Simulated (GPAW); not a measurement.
The system is BaTiO3.

```
Ba Ti O
1.0
     3.99980    0.00000    0.00000
     0.00000    3.99980    0.00000
     0.00000    0.00000    4.01800
Ba Ti O
1 1 3
Direct
  0.00000 0.00000 0.00000
  0.50000 0.50000 0.49000
  0.00000 0.50000 0.51700
  0.50000 0.00000 0.51700
  0.50000 0.50000 0.01900
```

```yaml
Program: GPAW 26.7.0
Task: relaxation of cell and atoms
Functional: PBEsol
Dispersion: D3
Potentials_or_basis: PAW data sets generated in the run's folder for this functional
Cutoff: 800 eV
Basis: pw
k_mesh: 4 × 4 × 4
Occupations: fermi-dirac, width 0.05 eV
Spin: no spin polarisation
```

At the start: pressure -4.1 GPa; volume 12.86 Å³/atom.

Task: Where does the relaxation end?

Result: Over 6 steps the energy falls by 4.3 meV/atom and the volume is 12.60 Å³/atom (-2.0 %); space group P4mm (No. 99, to 0.05 Å).

Step by step:
```
step  energy change (eV)  largest force (eV/Å)  pressure (GPa)  volume (Å³)
   1              0.0000                0.3183           -4.09        64.28
   2             -0.0061                0.2503           -3.52        64.10
   3             -0.0187                0.1980           -0.12        63.12
   4             -0.0198                0.1033           -0.51        63.20
   5             -0.0208                0.0294           -0.52        63.16
   6             -0.0216                0.0457           -0.14        62.98
```

Final structure:
```
Ba Ti O
1.0
     3.96488    0.00000    0.00000
     0.00000    3.96488    0.00000
     0.00000    0.00000    4.00602
Ba Ti O
1 1 3
Direct
  0.00000 0.00000 0.00051
  0.50000 0.50000 0.48696
  0.00000 0.50000 0.51646
  0.50000 0.00000 0.51646
  0.50000 0.50000 0.02261
```

Caveat: the k mesh is coarse; later steps reuse the first step's grids.
